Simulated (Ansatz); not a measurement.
TiS₂, one cell by several methods

```
Ti S
1.0
     3.34376    0.00000    0.00000
    -1.67188    2.89578    0.00000
     0.00000    0.00000    5.69500
Ti S
1 2
Direct
  0.00000 0.00000 0.00000
  0.33333 0.66667 0.25000
  0.66667 0.33333 0.75000
```

Atom numbers follow the list: Ti1, S2, S3.

Conventional cell: a = 3.344 Å, b = 3.344 Å, c = 5.695 Å, α = 90.00°, β = 90.00°, γ = 120.00°. Ti (atom 1) has 6 S at 2.40 Å as nearest neighbours. S (atom 2) has 3 Ti at 2.40 Å as nearest neighbours.

The geometry is COD entry 1537865, unchecked; take it as a test cell. It is an old determination, and later ones may differ. The listed cell was then made from it by scaling, straining or moving an atom.

Methods: DFT, PBEsol, PAW with Ansatz's default frozen-core files, scalar-relativistic (Ansatz 0.2.0); DFT, PBEsol, all-electron PAW with datasets made for the crystal, scalar-relativistic (Ansatz 0.2.0); DFT, PBEsol, all-electron LAPW, scalar-relativistic (Ansatz 0.2.0).

For PAW: a Γ-centred 14×14×7 k mesh, Fermi–Dirac smearing of 0.05 eV, cutoff 420 eV, no spin polarisation; the PAW files were made with PBE, and the program remakes their frozen cores for this functional. The crystal-made all-electron datasets (AE datasets) take a cutoff of 320 eV at this cell. LAPW targets a basis error of 1 meV/atom. The Ansatz runs share mesh, smearing and spin set-up. Plane-wave (PAW) pressures include the program's estimate of the Pulay term.

Stress and pressure are positive in compression.

The change that made this cell: equal xx and yy strain of -2 %.

```json
{"quantity": "pressure (GPa)", "PAW": "0.45", "AE datasets": "0.46", "LAPW": "0.46"}
{"quantity": "stress xx (GPa)", "PAW": "0.56", "AE datasets": "0.57", "LAPW": "0.57"}
{"quantity": "stress zz (GPa)", "PAW": "0.23", "AE datasets": "0.24", "LAPW": "0.24"}
{"quantity": "force on S2, z (eV/Å)", "PAW": "0.063", "AE datasets": "0.063", "LAPW": "0.063"}
```

PAW's pressure differs from the LAPW value by about 0.01 GPa or less. Datasets made for the crystal and LAPW share parts of one code, so their agreement isn't an independent check.
